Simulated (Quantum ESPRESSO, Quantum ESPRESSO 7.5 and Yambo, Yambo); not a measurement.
# A GW chain in Yambo: AlAs (F-43m)

Wanted: ground state, empty states, screening and self-energy for AlAs (F-43m).

Program: Quantum ESPRESSO 7.5 and Yambo 5.3.0. Level of theory: PBE and many-body steps on it, plane waves. Results are calculated unless marked as measured.

**What was measured.**

- Gap 3.018 eV: lowest direct gap at Gamma; earlier measurement quoted from literature, technique not stated; 300 K; bulk crystal (pure AlAs, literature value used as model input) (quoted in “Simultaneous Measurement of Mid-Infrared Refractive Indices in Thin-Film Heterostructures: Methodology and Results for GaAs/AlGaAs”, 2023, arxiv:2301.08293).

Most raw output is cut from this account.

## 1. The starting structure

The structure is cubic, space group F-43m (No. 216). The conventional cell has a = 5.661 Å, b = 5.661 Å, c = 5.661 Å, α = 90.00°, β = 90.00°, γ = 90.00°. Nearest to Al lie 4 As at 2.45 Å. Nearest to As lie 4 Al at 2.45 Å. Farther neighbours are not listed.

The cell and positions come from the Crystallography Open Database and are kept as given unless a step says otherwise.

## 2. Ground state

This step: Quantum ESPRESSO 7.5; DFT, PBE with spin-orbit coupling, plane waves, norm-conserving pseudopotentials.

The ground-state density comes first.

pw.in

```
&control
  calculation = 'scf'
  prefix = 'x'
  outdir = 'o'
  pseudo_dir = 'pseudo'
/
&system
  ibrav = 0
  nat = 2
  ntyp = 2
  ecutwfc = 100.0
  nbnd = 36
  force_symmorphic = .true.
  noncolin = .true.
  lspinorb = .true.
/
&electrons
  conv_thr = 1e-10
  electron_maxstep = 80
  mixing_beta = 0.5
/
ATOMIC_SPECIES
  Al 26.982 Al.upf
  As 74.922 As.upf
CELL_PARAMETERS angstrom
  0.0000000000 2.8304000000 2.8304000000
  2.8304000000 0.0000000000 2.8304000000
  2.8304000000 2.8304000000 -0.0000000000
ATOMIC_POSITIONS crystal
  Al 0.0000000000 0.0000000000 0.0000000000
  As 0.2500000000 0.2500000000 0.2500000000
K_POINTS automatic
  6 6 6 0 0 0
```

Command:

```sh
$ OMP_NUM_THREADS=1 mpirun -n 4 pw.x -nk 4 -in pw.in > pw.out
```

Elapsed: 33 s, on 4 MPI ranks of Arm Neoverse V1, shared host; peak memory 0.59 GiB.

This step gave:

```
total energy               : -8369.3080 eV
gap                        : 1.339 eV
k of the valence top       : 0, 0, 0
k of the conduction bottom : 0, -0.5, -0.5
least direct gap           : 1.955 eV
```

The gap is indirect, with the least direct gap 0.62 eV higher.

## 3. Bands along the symmetry lines

Levels along a band path, at the cheap level, show where the edges lie and whether the meshes to come will hold them.

pw.in

```
&control
  calculation = 'bands'
  prefix = 'x'
  outdir = 'o'
  pseudo_dir = 'pseudo'
/
&system
  ibrav = 0
  nat = 2
  ntyp = 2
  ecutwfc = 100.0
  nbnd = 38
  force_symmorphic = .true.
  noncolin = .true.
  lspinorb = .true.
/
&electrons
  conv_thr = 1e-9
  electron_maxstep = 80
  diago_full_acc = .true.
  diago_thr_init = 5e-6
/
ATOMIC_SPECIES
  Al 26.982 Al.upf
  As 74.922 As.upf
CELL_PARAMETERS angstrom
  0.0000000000 2.8304000000 2.8304000000
  2.8304000000 0.0000000000 2.8304000000
  2.8304000000 2.8304000000 -0.0000000000
ATOMIC_POSITIONS crystal
  Al 0.0000000000 0.0000000000 0.0000000000
  As 0.2500000000 0.2500000000 0.2500000000
K_POINTS crystal
  50
  0.00000000 0.00000000 0.00000000 1
  -0.06250000 -0.06250000 0.00000000 1
  -0.12500000 -0.12500000 0.00000000 1
  -0.18750000 -0.18750000 0.00000000 1
  -0.25000000 -0.25000000 0.00000000 1
  -0.31250000 -0.31250000 0.00000000 1
  -0.37500000 -0.37500000 0.00000000 1
  -0.43750000 -0.43750000 0.00000000 1
  -0.50000000 -0.50000000 0.00000000 1
  -0.48437500 -0.48437500 0.03125000 1
  -0.46875000 -0.46875000 0.06250000 1
  -0.45312500 -0.45312500 0.09375000 1
  -0.43750000 -0.43750000 0.12500000 1
  -0.42187500 -0.42187500 0.15625000 1
  -0.40625000 -0.40625000 0.18750000 1
  -0.39062500 -0.39062500 0.21875000 1
  -0.37500000 -0.37500000 0.25000000 1
  -0.37500000 0.00000000 0.37500000 1
  -0.32812500 0.00000000 0.32812500 1
  -0.28125000 0.00000000 0.28125000 1
  -0.23437500 0.00000000 0.23437500 1
  -0.18750000 0.00000000 0.18750000 1
  -0.14062500 0.00000000 0.14062500 1
  -0.09375000 0.00000000 0.09375000 1
  -0.04687500 0.00000000 0.04687500 1
  0.00000000 0.00000000 0.00000000 1
  0.00000000 0.00000000 0.06250000 1
  0.00000000 0.00000000 0.12500000 1
  0.00000000 0.00000000 0.18750000 1
  0.00000000 0.00000000 0.25000000 1
  0.00000000 0.00000000 0.31250000 1
  0.00000000 0.00000000 0.37500000 1
  0.00000000 0.00000000 0.43750000 1
  -0.00000000 -0.00000000 0.50000000 1
  -0.06250000 -0.03125000 0.46875000 1
  -0.12500000 -0.06250000 0.43750000 1
  -0.18750000 -0.09375000 0.40625000 1
  -0.25000000 -0.12500000 0.37500000 1
  -0.31250000 -0.15625000 0.34375000 1
  -0.37500000 -0.18750000 0.31250000 1
  -0.43750000 -0.21875000 0.28125000 1
  -0.50000000 -0.25000000 0.25000000 1
  -0.50000000 -0.28125000 0.21875000 1
  -0.50000000 -0.31250000 0.18750000 1
  -0.50000000 -0.34375000 0.15625000 1
  -0.50000000 -0.37500000 0.12500000 1
  -0.50000000 -0.40625000 0.09375000 1
  -0.50000000 -0.43750000 0.06250000 1
  -0.50000000 -0.46875000 0.03125000 1
  -0.50000000 -0.50000000 0.00000000 1
```

The job ended after 32 s (4 MPI ranks; peak memory 0.41 GiB; 2.1 min of CPU time).

Numbers from this step:

```yaml
gap: 1.339 eV
k_of_the_valence_top: 0, 0, 0
k_of_the_conduction_bottom: -0.5, -0.5, 0
least_direct_gap: 1.955 eV
```

The gap is 1.339 eV, as in the run before at this level.

Electronic bands along the path, in eV, zero at the top of the highest filled band:

```
    point  band 23  band 24  band 25  band 26  band 27  band 28  band 29  band 30
        Γ     0.00     0.00     0.00     0.00     1.96     1.96     4.17     4.17
  halfway    -1.51    -1.51    -1.37    -1.37     2.49     2.49     3.68     3.68
        X    -2.33    -2.33    -2.21    -2.21     1.34     1.34     2.20     2.20
  halfway    -2.85    -2.79    -2.17    -2.17     1.69     1.70     2.91     2.95
        U    -3.56    -3.47    -1.90    -1.90     2.14     2.15     4.85     4.91
jump to K    -3.56    -3.47    -1.90    -1.90     2.14     2.15     4.85     4.91
  halfway    -2.14    -2.06    -0.56    -0.55     3.59     3.63     4.85     4.89
        Γ     0.00     0.00     0.00     0.00     1.96     1.96     4.17     4.17
  halfway    -0.67    -0.67    -0.49    -0.49     2.52     2.52     4.80     4.80
        L    -1.01    -1.01    -0.84    -0.84     2.05     2.05     4.58     4.58
  halfway    -2.83    -2.75    -1.66    -1.62     3.54     3.60     4.15     4.16
        W    -3.35    -3.22    -2.92    -2.91     4.23     4.23     5.49     5.60
  halfway    -2.85    -2.76    -2.63    -2.62     2.40     2.40     3.28     3.33
        X    -2.33    -2.33    -2.21    -2.21     1.34     1.34     2.20     2.20
```

## 4. Empty states on the mesh, 4×4×4 mesh, 462 bands

The sums over transitions need many empty states on a uniform mesh; this step solves for them.

pw.in

```
&control
  calculation = 'nscf'
  prefix = 'x'
  outdir = 'o'
  pseudo_dir = 'pseudo'
/
&system
  ibrav = 0
  nat = 2
  ntyp = 2
  ecutwfc = 100.0
  nbnd = 462
  force_symmorphic = .true.
  noncolin = .true.
  lspinorb = .true.
/
&electrons
  conv_thr = 1e-9
  electron_maxstep = 80
  diago_full_acc = .true.
  diago_thr_init = 5e-6
/
ATOMIC_SPECIES
  Al 26.982 Al.upf
  As 74.922 As.upf
CELL_PARAMETERS angstrom
  0.0000000000 2.8304000000 2.8304000000
  2.8304000000 0.0000000000 2.8304000000
  2.8304000000 2.8304000000 -0.0000000000
ATOMIC_POSITIONS crystal
  Al 0.0000000000 0.0000000000 0.0000000000
  As 0.2500000000 0.2500000000 0.2500000000
K_POINTS automatic
  4 4 4 0 0 0
```

The job ended after 2.9 min (4 MPI ranks; peak memory 1.9 GiB).

Numbers from this step:

* gap: 1.339 eV
* k of the valence top: 0, 0, 0
* k of the conduction bottom: 0, -0.5, -0.5
* least direct gap: 1.955 eV
* k points computed: 8
* lowest point of the top converged band, above the valence top: 153.1796 eV

On this mesh the gap is 1.339 eV.

## 5. Conversion and set-up

This step: Yambo 5.3.0; conversion and set-up on PBE with spin-orbit coupling, plane waves, norm-conserving pseudopotentials.

The states are converted to the many-body program's format and the q mesh is built.

Command:

```sh
$ (cd o/x.save; p2y > p2y.log; mv SAVE ../..); yambo > setup.log
```

It took 4.2 s on 1 MPI rank; peak memory 0.25 GiB.

## 6. Screening and self-energy, 4×4×4 mesh, 462 bands, screening to 231.3 eV

G0W0 replaces the xc potential by the self-energy, built once from these orbitals. Only a window of levels is corrected, while the sums run over the empty bands that the input names.

This step: G0W0 on PBE with spin-orbit coupling, plane waves, norm-conserving pseudopotentials.

gw4.in

```
HF_and_locXC
gw0
dyson
ppa
em1d
rim_cut
RandQpts= 1000000
RandGvec= 1 RL
EXXRLvcs= 100 Ry
VXCRLvcs= 400 Ry
Chimod= "HARTREE"
% BndsRnXp
 1 | 462 |
%
NGsBlkXp= 17 Ry
% LongDrXp
 1 | 1 | 1 |
%
% GbndRnge
 1 | 462 |
%
DysSolver= "n"
ExtendOut
PPAPntXp= 27.21138 eV
% QPkrange
 1 | 1 | 23 | 30 |
 7 | 7 | 23 | 30 |
%
```

Command:

```sh
$ OMP_NUM_THREADS=1 mpirun -n 4 yambo -F gw4.in -J gw4 -C gw4 > gw4.log
```

It took 25 min on 4 MPI ranks; peak memory 4.8 GiB.

This step gave:

```yaml
g0w0_gap_on_the_points_computed: 1.949 eV
starting_gap_on_the_mesh: 1.339 eV
k_of_the_valence_top: 0, 0, 0
k_of_the_conduction_bottom: 0, -0.5, -0.5
least_direct_g0w0_gap_on_the_computed_points: 2.750 eV
z_at_the_valence_top: 0.7878
z_at_the_conduction_bottom: 0.8043
```

The gap on the mesh goes from 1.34 eV to 1.95 eV, a correction of +0.61 eV.

Limits: finite bands, cutoff and mesh; coarse k mesh. v1 is the top filled band, c1 the lowest empty one. Levels before and after the correction, in eV, zero at the valence-band top of each column:

```
           conduction bottom  valence top
Kohn-Sham               1.34         0.00
     G0W0               1.95         0.00
```

```
                         level  energy (eV)
Kohn-Sham              Γ v3-v1        0.000
Kohn-Sham              Γ c1-c2        1.955
Kohn-Sham                 Γ c3        4.171
Kohn-Sham     (0 -0.5 -0.5) v3       -2.335
Kohn-Sham  (0 -0.5 -0.5) v2-v1       -2.210
Kohn-Sham  (0 -0.5 -0.5) c1-c2        1.339
Kohn-Sham     (0 -0.5 -0.5) c3        2.202
     G0W0              Γ v3-v1        0.000
     G0W0              Γ c1-c2        2.750
     G0W0                 Γ c3        4.923
     G0W0     (0 -0.5 -0.5) v3       -2.496
     G0W0  (0 -0.5 -0.5) v2-v1       -2.374
     G0W0  (0 -0.5 -0.5) c1-c2        1.949
     G0W0     (0 -0.5 -0.5) c3        2.927
```

## 7. Where the time went

Times are wall times on the hardware named with each run, good to a factor of about two.

```
                          step     time  share  memory (GiB)
                  ground state     33 s    2 %          0.59
bands along the symmetry lines     32 s    2 %          0.41
      empty states on the mesh  2.9 min   10 %           1.9
         conversion and set-up    4.2 s    0 %          0.25
     screening and self-energy   25 min   86 %           4.8
```

## 8. What came out

```json
{
  "PBE gap": "1.34 eV, indirect",
  "G0W0 gap on the mesh": "1.95 eV",
  "GW settings": "4×4×4 mesh, 462 bands, screening to 231.3 eV, Godby-Needs plasmon pole",
  "known limits": "not at the basis limit; coarse k mesh"
}
```

G0W0 moves the gap on the mesh from 1.34 eV to 1.95 eV (+0.61 eV), with Z of 0.79 and 0.80 at the edges. Only 2 of the mesh's irreducible points were corrected, so a valley elsewhere could overtake. The dearest step here is «screening and self-energy». Against experiment, by G0W0@PBE: the direct gap of 2.75 eV lies −0.27 eV from the measured 3.018 eV (direct, 300 K, quoted 2023). An exciton line or allowed optical edge lies below the quasiparticle gap by the binding energy; a forbidden edge can push the onset above it. The calculation has static nuclei and no excitons; a measured gap holds zero-point and thermal motion, which mostly lowers it. Bands and cutoff are finite, so the gap is not at the basis limit. The miss can reach some tenths of an eV and take either sign; the mesh is an error of its own. In the G0W0 run levels were corrected at 2 k points alone, so a gap called «on the mesh» is the least over those, and an edge elsewhere would be missed. The 4×4×4 mesh is coarse for this cell, which bears on the long-range parts of exchange and screening.

[Paths, hosts, dates, memory and timing lines, banners, echoed tables and standing remarks are left out of the program output.]

[Logs are printed without paths, hosts, clocks, repeated set-up lines and the standing remarks that a program may print on its own settings, such as how far it seeks lower states.]

[Runs of the session that timed out or met a known fault of the program may be left out.]

[Hosts, paths, dates, database ids (printed as entryN), source tags and the programs' standing remarks are cut or masked in the printed files.]
